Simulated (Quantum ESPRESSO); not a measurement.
# MgO (Fm-3m) in Quantum ESPRESSO: settings compared

The runs below take MgO through projected density of states, optical spectrum, with revPBE+D3(BJ), vdW-DF-cx, PBEsol.

All numbers are computed with Quantum ESPRESSO 7.5; they aren't measurements. Logs are shortened: lines on timing, memory, paths and dates and some standing lists are left out, and cuts for length are marked.

**What was measured.**

“Electronic structure of alkaline earth and post-transition metal oxides”, 2009, arxiv:0908.1581 quotes, for a bulk crystal of MgO: band gap 7.83 eV.

How close the calculation comes is told below.

## 1. The structure

Symmetry: Fm-3m, No. 225, cubic system. The conventional cell has a = 4.194 Å, b = 4.194 Å, c = 4.194 Å, α = 90.00°, β = 90.00°, γ = 90.00°. Around Mg (site symmetry m-3m) lie 6 O at 2.10 Å. O (site symmetry m-3m) is surrounded by 6 Mg at 2.10 Å.

The cell is a database's computed one.

## 2. Projected density of states, revPBE+D3(BJ) (atoms moved at random, drawn with an rms of 0.05 Å)

The input, pw.in:

```
&CONTROL
  calculation = 'scf'
  prefix = 'pwscf'
  outdir = './tmp'
  pseudo_dir = './pseudo'
  tprnfor = .true.
  tstress = .true.
  disk_io = 'low'
/
&SYSTEM
  ibrav = 0
  nat = 2
  ntyp = 2
  ecutwfc = 84
  nbnd = 14
  input_dft = 'revpbe'
  occupations = 'smearing'
  smearing = 'fd'
  degauss = 0.00367493
  vdw_corr = 'grimme-d3'
  dftd3_version = 4
/
&ELECTRONS
  conv_thr = 4d-10
  electron_maxstep = 120
  mixing_beta = 0.5
/
ATOMIC_SPECIES
Mg    24.3050 Mg.upf
O     15.9990 O.upf
CELL_PARAMETERS bohr
   0.0000000000    3.9627583152    3.9627583152
   3.9627583152    0.0000000000    3.9627583152
   3.9627583152    3.9627583152    0.0000000000
ATOMIC_POSITIONS bohr
Mg     0.0185853365   -0.1278465088    0.0160967243
O      3.9781536312    3.9990492558    3.9597109540
K_POINTS automatic
9 9 9 0 0 0
```

The input, nscf.in:

```
&CONTROL
  calculation = 'nscf'
  prefix = 'pwscf'
  outdir = './tmp'
  pseudo_dir = './pseudo'
  disk_io = 'low'
/
&SYSTEM
  ibrav = 0
  nat = 2
  ntyp = 2
  ecutwfc = 84
  nbnd = 14
  input_dft = 'revpbe'
  occupations = 'tetrahedra_opt'
  vdw_corr = 'grimme-d3'
  dftd3_version = 4
/
&ELECTRONS
  conv_thr = 1d-08
  electron_maxstep = 120
  mixing_beta = 0.5
/
ATOMIC_SPECIES
Mg    24.3050 Mg.upf
O     15.9990 O.upf
CELL_PARAMETERS bohr
   0.0000000000    3.9627583152    3.9627583152
   3.9627583152    0.0000000000    3.9627583152
   3.9627583152    3.9627583152    0.0000000000
ATOMIC_POSITIONS bohr
Mg     0.0185853365   -0.1278465088    0.0160967243
O      3.9781536312    3.9990492558    3.9597109540
K_POINTS automatic
14 14 14 0 0 0
```

The input, projwfc.in:

```
&PROJWFC
  prefix = 'pwscf'
  outdir = './tmp'
  filpdos = 'p'
  Emin = -5
  Emax = 20
  DeltaE = 0.05
/
```

Potentials or basis: PseudoDojo 0.4.1 SR PBE standard.

Command:

```
$ OMP_NUM_THREADS=1 pw.x -in pw.in > pw.out
$ OMP_NUM_THREADS=1 pw.x -in nscf.in > nscf.out
$ OMP_NUM_THREADS=1 projwfc.x -in projwfc.in > projwfc.out
```

pw.out:

```text
This program is part of the open-source Quantum ESPRESSO suite
     for quantum simulation of materials; please cite
         "P. Giannozzi et al., J. Phys.:Condens. Matter 21 395502 (2009);
         "P. Giannozzi et al., J. Phys.:Condens. Matter 29 465901 (2017);
         "P. Giannozzi et al., J. Chem. Phys. 152 154105 (2020);
     in publications or presentations arising from this work. More details at

     IMPORTANT: XC functional enforced from input :
     Exchange-correlation= REVPBE
                           (   1   4   4   4   0   0   0)
     Any further DFT definition will be discarded
     Please, verify this is what you really want

     G-vector sticks info
     --------------------
     sticks:   dense  smooth     PW     G-vecs:    dense   smooth      PW
     Sum         733     733    223                12939    12939    2229

     Using Slab Decomposition

     bravais-lattice index     =            0
     lattice parameter (alat)  =       5.6042  a.u.
     unit-cell volume          =     124.4580 (a.u.)^3
     number of atoms/cell      =            2
     number of atomic types    =            2
     number of electrons       =        16.00
     number of Kohn-Sham states=           14
     kinetic-energy cutoff     =      84.0000  Ry
     charge density cutoff     =     336.0000  Ry
     scf convergence threshold =      4.0E-10
     mixing beta               =       0.5000
     number of iterations used =            8  plain     mixing
     Exchange-correlation= REVPBE
                           (   1   4   4   4   0   0   0)

     celldm(1)=   5.604187  celldm(2)=   0.000000  celldm(3)=   0.000000
     celldm(4)=   0.000000  celldm(5)=   0.000000  celldm(6)=   0.000000

     crystal axes: (cart. coord. in units of alat)
               a(1) = (   0.000000   0.707107   0.707107 )
               a(2) = (   0.707107   0.000000   0.707107 )
               a(3) = (   0.707107   0.707107   0.000000 )

     reciprocal axes: (cart. coord. in units 2 pi/alat)
               b(1) = ( -0.707107  0.707107  0.707107 )
               b(2) = (  0.707107 -0.707107  0.707107 )
               b(3) = (  0.707107  0.707107 -0.707107 )

     PseudoPot. # 1 for Mg read from file:
     Mg.upf
     Pseudo is Norm-conserving, Zval = 10.0
     Generated using ONCVPSP code by D. R. Hamann
     Using radial grid of 1510 points,  4 beta functions with:
                l(1) =   0
                l(2) =   0
                l(3) =   1
                l(4) =   1

     PseudoPot. # 2 for O  read from file:
     O.upf
     Pseudo is Norm-conserving + core correction, Zval =  6.0
     Generated using ONCVPSP code by D. R. Hamann
     Using radial grid of  936 points,  5 beta functions with:
                l(1) =   0
                l(2) =   0
                l(3) =   1
                l(4) =   1
                l(5) =   2

     atomic species   valence    mass     pseudopotential
     Mg               10.00    24.30500     Mg( 1.00)
     O                 6.00    15.99900     O ( 1.00)

     No symmetry found

   Cartesian axes

     site n.     atom                  positions (alat units)
         1        Mg     tau(   1) = (   0.0033163  -0.0228127   0.0028723  )
         2        O      tau(   2) = (   0.7098539   0.7135825   0.7065630  )

     --------------------------------------------
     DFT-D3 Dispersion Correction (3-body terms):
     --------------------------------------------
       Reference C6 values for interpolation:

         atom   Coordination number   C6
         O          0.000            31.01
         O          0.993            25.63
         O          1.989            20.74
         Mg         0.000          1366.75
         Mg         0.963           902.54
         Mg         1.950           351.12

       Values used:

         atom   Coordination number  R0_AB[au]  C6      C8
         Mg        16.692            3.292    351.12  31436.69
         O          5.817            2.345     20.74    418.58

         Molecular C6 ( Ry / a.u.^6 ) =       515.73

     number of k points=   365  Fermi-Dirac smearing, width (Ry)=  0.0037

     Number of k-points >= 100: set verbosity='high' to print them.

     Dense  grid:    12939 G-vectors     FFT dimensions: (  36,  36,  36)

     Initial potential from superposition of free atoms

     starting charge      15.9992, renormalised to      16.0000
     Starting wfcs are    9 randomized atomic wfcs +    5 random wfcs

     Self-consistent Calculation

     iteration #  1     ecut=    84.00 Ry     beta= 0.50
     Davidson diagonalization with overlap
     ethr =  1.00E-02,  avg # of iterations =  5.4

     total energy              =    -152.15634526 Ry
     estimated scf accuracy    <       0.40702529 Ry

     iteration #  2     ecut=    84.00 Ry     beta= 0.50
     Davidson diagonalization with overlap
     ethr =  2.54E-03,  avg # of iterations =  2.0

     total energy              =    -152.26654860 Ry
     estimated scf accuracy    <       0.05837455 Ry

     iteration #  3     ecut=    84.00 Ry     beta= 0.50
     Davidson diagonalization with overlap
     ethr =  3.65E-04,  avg # of iterations =  2.0

     total energy              =    -152.27645857 Ry
     estimated scf accuracy    <       0.00338482 Ry

     iteration #  4     ecut=    84.00 Ry     beta= 0.50
     Davidson diagonalization with overlap
     ethr =  2.12E-05,  avg # of iterations =  2.5

     total energy              =    -152.27668463 Ry
     estimated scf accuracy    <       0.00008730 Ry

     iteration #  5     ecut=    84.00 Ry     beta= 0.50
     Davidson diagonalization with overlap
     ethr =  5.46E-07,  avg # of iterations =  2.6

     total energy              =    -152.27669803 Ry
     estimated scf accuracy    <       0.00000344 Ry

     iteration #  6     ecut=    84.00 Ry     beta= 0.50
     Davidson diagonalization with overlap
     ethr =  2.15E-08,  avg # of iterations =  2.0

     total energy              =    -152.27669879 Ry
     estimated scf accuracy    <       0.00000041 Ry

     iteration #  7     ecut=    84.00 Ry     beta= 0.50
     Davidson diagonalization with overlap
     ethr =  2.55E-09,  avg # of iterations =  2.0

     total energy              =    -152.27669883 Ry
     estimated scf accuracy    <          3.7E-09 Ry

     iteration #  8     ecut=    84.00 Ry     beta= 0.50
     Davidson diagonalization with overlap
     ethr =  2.29E-11,  avg # of iterations =  2.0

     total energy              =    -152.27669883 Ry
     estimated scf accuracy    <          1.5E-09 Ry

     iteration #  9     ecut=    84.00 Ry     beta= 0.50
     Davidson diagonalization with overlap
     ethr =  9.27E-12,  avg # of iterations =  1.0

     End of self-consistent calculation

     Number of k-points >= 100: set verbosity='high' to print the bands.

     the Fermi energy is    10.4252 ev

!    total energy              =    -152.27669883 Ry
     estimated scf accuracy    <          6.3E-11 Ry
     smearing contrib. (-TS)   =       0.00000000 Ry
     internal energy E=F+TS    =    -152.27669883 Ry

     The total energy is F=E-TS. E is the sum of the following terms:
     one-electron contribution =     -73.91275016 Ry
     hartree contribution      =      41.47723169 Ry
     xc contribution           =     -24.64034005 Ry
     ewald contribution        =     -95.11931518 Ry
     DFT-D3 Dispersion         =      -0.08152512 Ry

     convergence has been achieved in   9 iterations

     Forces acting on atoms (cartesian axes, Ry/au):

     atom    1 type  1   force =    -0.00035305    0.02118036   -0.00226121
     atom    2 type  2   force =     0.00035305   -0.02118036    0.00226121

     Total force =     0.030128     Total SCF correction =     0.000014

     Computing stress (Cartesian axis) and pressure

          total   stress  (Ry/bohr**3)                   (kbar)     P=       15.34
   0.00003727   0.00000068  -0.00000006            5.48        0.10       -0.01
   0.00000068   0.00023570   0.00000426            0.10       34.67        0.63
  -0.00000006   0.00000426   0.00003986           -0.01        0.63        5.86

=------------------------------------------------------------------------------=
   JOB DONE.
=------------------------------------------------------------------------------=
```

nscf.out:

```text
This program is part of the open-source Quantum ESPRESSO suite
     for quantum simulation of materials; please cite
         "P. Giannozzi et al., J. Phys.:Condens. Matter 21 395502 (2009);
         "P. Giannozzi et al., J. Phys.:Condens. Matter 29 465901 (2017);
         "P. Giannozzi et al., J. Chem. Phys. 152 154105 (2020);
     in publications or presentations arising from this work. More details at

[... 112 lines left out ...]

     Number of k-points >= 100: set verbosity='high' to print the bands.

     the Fermi energy is    10.4093 ev
     (compare with:    10.4252 eV, computed in scf)

=------------------------------------------------------------------------------=
   JOB DONE.
=------------------------------------------------------------------------------=
```

Run time: 2.8 min. Hardware: 1 thread of Intel Xeon 6985P-C at 2.30GHz (Granite Rapids), shared host; peak memory 0.52 GiB.

Results:

```yaml
Free_energy: -2071.8300 eV
Pressure: 1.5 GPa
Largest_force: 0.548 eV/Å
Band_gap_on_the_k_mesh: 5.03 eV, direct
Loewdin_charges: Mg +1.54; O -1.39 e
```

Forces in eV/Å, atoms in the order of the input:
```
Mg  -0.009  0.545 -0.058
O    0.009 -0.545  0.058
```

Stress tensor (GPa, compression positive):
```
0.55 0.01 0.00
0.01 3.47 0.06
0.00 0.06 0.59
```

States per cell in windows of 1 eV (zero at the valence-band top; states under -8 eV left out):
```tsv
from (eV)	total	O#2 p wfc2	Mg#1 s wfc3	O#2 s wfc1	Mg#1 p wfc2	Mg#1 s wfc1
-8.0	0.00	0.00	0.00	0.00	0.00	0.00
-7.0	0.00	0.00	0.00	0.00	0.00	0.00
-6.0	0.00	0.00	0.00	0.00	0.00	0.00
-5.0	0.29	0.23	0.05	0.00	0.00	0.00
-4.0	1.43	1.20	0.16	0.03	0.00	0.00
-3.0	0.82	0.74	0.04	0.02	0.00	0.00
-2.0	1.85	1.77	0.02	0.01	0.00	0.00
-1.0	1.64	1.61	0.00	0.00	0.00	0.00
0.0	0.00	0.00	0.00	0.00	0.00	0.00
1.0	0.00	0.00	0.00	0.00	0.00	0.00
2.0	0.00	0.00	0.00	0.00	0.00	0.00
3.0	0.00	0.00	0.00	0.00	0.00	0.00
4.0	0.00	0.00	0.00	0.00	0.00	0.00
5.0	0.03	0.00	0.01	0.01	0.00	0.00
6.0	0.07	0.01	0.04	0.02	0.00	0.00
7.0	0.17	0.03	0.09	0.03	0.00	0.00
```

Caveat: the potentials were made for another functional, which shifts forces and pressure.

(Part 1 of 2 ends here.)
